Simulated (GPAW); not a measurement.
## Rh: relaxation of cell and atoms with PBE+D3(BJ)

Rh:

```
Rh
1.0
     0.00000    1.89785    1.89785
     1.89785    0.00000    1.89785
     1.89785    1.89785    0.00000
Rh
1
Direct
  0.00000 0.00000 0.00000
```

- Program: GPAW 26.7.0
- Task: relaxation of cell and atoms
- Functional: PBE
- Dispersion: D3(BJ)
- Potentials or basis: GPAW PAW data sets (gpaw-data 1.2.1)
- Cutoff: 600 eV
- Basis: pw
- k mesh: 12 × 12 × 12
- Occupations: fermi-dirac, width 0.05 eV
- Spin: no spin polarisation
- Maxiter: 150
- Optimizer: BFGS
- Fmax: 0.02 eV/Å
- Max steps: 60
- Convergence: density=1e-05 forces=0.0001

The relaxed volume is 13.74 Å³/atom. The relaxed cell is a = 2.688 Å, b = 2.688 Å, c = 2.688 Å, α = 60.00°, β = 60.00°, γ = 60.00°, the space group after relaxing (to 0.05 Å) is Fm-3m (No. 225) and the energy gained by relaxing is 0.2 meV/atom. The ionic steps are 2, the pressure after relaxing is 0.0 GPa and the band gap on the k mesh is none (metal or under the smearing width). The dispersion energy per atom is -0.647 eV.

Step by step:
| step | energy change (eV) | largest force (eV/Å) | pressure (GPa) | volume (Å³) |
| --- | --- | --- | --- | --- |
| 1 | 0.0000 | 0.0000 | 1.32 | 13.67 |
| 2 | -0.0002 | 0.0000 | -0.04 | 13.74 |

Final structure:
```
CELL_PARAMETERS angstrom
0.00000 1.90092 1.90092
1.90092 0.00000 1.90092
1.90092 1.90092 0.00000
ATOMIC_POSITIONS crystal
Rh 0.00000 0.00000 0.00000
```

Levels at points of the mesh, in eV from the Fermi level:
```
           k point  band 5  band 6  band 7  band 8  band 9  band 10
(0.00, 0.00, 0.00)   -3.09   -3.09   -3.09   -1.02   -1.02    16.32
(0.50, 0.50, 0.00)   -5.93    0.51    0.97    0.97    3.27    12.26
(0.50, 0.50, 0.50)   -3.17   -3.17    0.55    0.55    0.74     8.64
```

Wall time 15 s on 1 thread of Intel(R) Xeon(R) Platinum 8488C (Sapphire Rapids), on a shared host, peak memory 0.16 GiB.

Caveat: later steps reuse the first step's grids; pairwise dispersion overbinds metals, which lowers pressure and volume. Zero-point motion and thermal expansion aren't in these numbers.
